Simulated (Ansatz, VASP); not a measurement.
## ZnCu: VASP beside Ansatz

```xyz
2
Lattice="2.9450 -0.0147 -0.0147 -0.0147 2.9450 -0.0147 -0.0147 -0.0147 2.9450" Properties=species:S:1:pos:R:3 pbc="T T T"
Zn    1.4578    1.4578    1.4578
Cu    0.0000    0.0000    0.0000
```

Change from the starting cell: equal xy, yz and zx shear strains of -1 %.

Alike in both runs: task single point; functional PBEsol; k mesh 14 × 14 × 14; occupations fermi-dirac, width 0.05 eV; no spin polarisation.

|  | VASP | Ansatz |
| --- | --- | --- |
| version | VASP 6.6.1 | Ansatz 0.2.0 |
| potentials or method | VASP PAW PBE potentials, release 64 (Zn, Cu), cutoff 520 eV | all-electron LAPW, scalar-relativistic |

|  | VASP | Ansatz | Ansatz less VASP |
| --- | --- | --- | --- |
| pressure (GPa) | -4.1 | -4.7 | -0.63 |
| largest component of the traceless stress (GPa) | 1.01 | 1.00 | -0.007 |

Ansatz ran all-electron here, so the differences hold the error of VASP's frozen core and of both bases.

Caveats: the PAW data sets were made with another functional, which shifts forces and pressure a little (VASP).
